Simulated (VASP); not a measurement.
Here is a VASP 6.6.1 calculation.

The input INCAR:

```
PREC     = Accurate       # precision mode
ENCUT    = 520            # plane-wave cutoff, eV
EDIFF    = 1E-6           # SCF threshold, eV
ISMEAR   = 0              # smearing method
SIGMA    = 0.01           # smearing width, eV
LREAL    = False          # projectors in reciprocal space
LASPH    = True           # aspherical terms in the spheres
NELM     = 60             # most SCF steps
ALGO     = Normal         # electronic algorithm
ISIF     = 2              # what is computed and relaxed
LWAVE    = False          # write WAVECAR
LCHARG   = True           # write CHGCAR
GGA      = B5             # functional
ALDAX    = 1.0          
AGGAX    = 1.0          
AGGAC    = 1.0          
ALDAC    = 0.0          
IVDW     = 13             # dispersion correction
VDW_S6   = 1.0          
VDW_S8   = 2.34076671   
VDW_A1   = 0.44488865   
VDW_A2   = 4.0933009    
LELF     = True           # ELF
```

KPOINTS

```
regular mesh
0
Gamma
  6 6 6
```

The input POSCAR:

```
CO2
1.0
    4.2272127900      0.0000000000      0.0000000000
    0.0000000000      4.2272127900      0.0000000000
    0.0000000000      0.0000000000      4.6877715900
O C
4 2
Direct
    0.8048268600      0.8048268600      0.0000000000
    0.1951731400      0.1951731400      0.0000000000
    0.6951731400      0.3048268600      0.5000000000
    0.3048268600      0.6951731400      0.5000000000
    0.0000000000      0.0000000000      0.0000000000
    0.5000000000      0.5000000000      0.5000000000
```

Potentials or basis: VASP PAW PBE potentials, release 64 (O, C).

Run with:

```bash
$ cat potpaw_PBE.64/O/POTCAR potpaw_PBE.64/C/POTCAR > POTCAR
$ mpirun -np 1 vasp_std > vasp.out
```

(1) Predict the dispersion energy per atom.

(2) Predict the pressure.

(3) What does it give for the band gap on the k mesh?

Results:

(1) -0.144 eV.

(2) 2.4 GPa.

(3) 6.53 eV, indirect (least direct gap 7.01 eV).

Caveat: the standard files for N, O and F lose accuracy on very short bonds; the PAW data sets were made with another functional, which shifts forces and pressure a little.
